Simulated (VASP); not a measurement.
Set up this calculation in VASP 6.6.1, as the native input.

```
Task                   : single point
Functional             : PBEsol
Potentials or basis    : VASP PAW PBE potentials, release 64 (Cu, Al)
Cutoff                 : 520 eV
k mesh                 : 9 × 9 × 9
Occupations            : fermi-dirac, width 0.05 eV
Spin                   : no spin polarisation
Ladder                 : free
Further INCAR settings : ALGO = Normal; EDIFF = 1e-07; NBANDS = 16
```

The structure of Al2Cu lies in POSCAR:

```
Al2Cu
1.0
   -2.0303375000      2.0303375000      2.8510940000
    2.0303375000     -2.0303375000      2.8510940000
    2.0303375000      2.0303375000     -2.8510940000
Cu Al
1 2
Direct
    0.5000000000      0.5000000000      0.0000000000
    0.2500000000      0.7500000000      0.5000000000
    0.7500000000      0.2500000000      0.5000000000
```

The cell comes from a database or a generator and needn't be the stable form of this composition.

The input as run:

INCAR

```
PREC     = Accurate       # precision mode
ENCUT    = 520            # plane-wave cutoff, eV
EDIFF    = 1E-7           # SCF threshold, eV
ISMEAR   = -1             # smearing method
SIGMA    = 0.05           # smearing width, eV
LREAL    = False          # projectors in reciprocal space
LASPH    = True           # aspherical terms in the spheres
NELM     = 60             # most SCF steps
ALGO     = Normal         # electronic algorithm
ISIF     = 2              # what is computed and relaxed
LWAVE    = False          # write WAVECAR
LCHARG   = True           # write CHGCAR
GGA      = PS             # functional
LELF     = True           # ELF
LVHAR    = True         
NBANDS   = 16             # bands
```

KPOINTS

```
Automatic mesh
0
Gamma
  9 9 9
```

Potentials or basis: VASP PAW PBE potentials, release 64 (Cu, Al).

Command:

```bash
$ cat potpaw_PBE.64/Cu/POTCAR potpaw_PBE.64/Al/POTCAR > POTCAR
$ mpirun -np 1 vasp_std > vasp.out
```

It gave:

```json
{
  "Pressure": "0.1 GPa",
  "Band gap on the k mesh": "none (metal or under the smearing width)"
}
```

Caveat: the PAW data sets were made with another functional, which shifts forces and pressure a little.

Wall time 90 s on 1 thread of Intel(R) Xeon(R) Platinum 8488C (Sapphire Rapids) (shared host), peak memory 0.2 GiB.
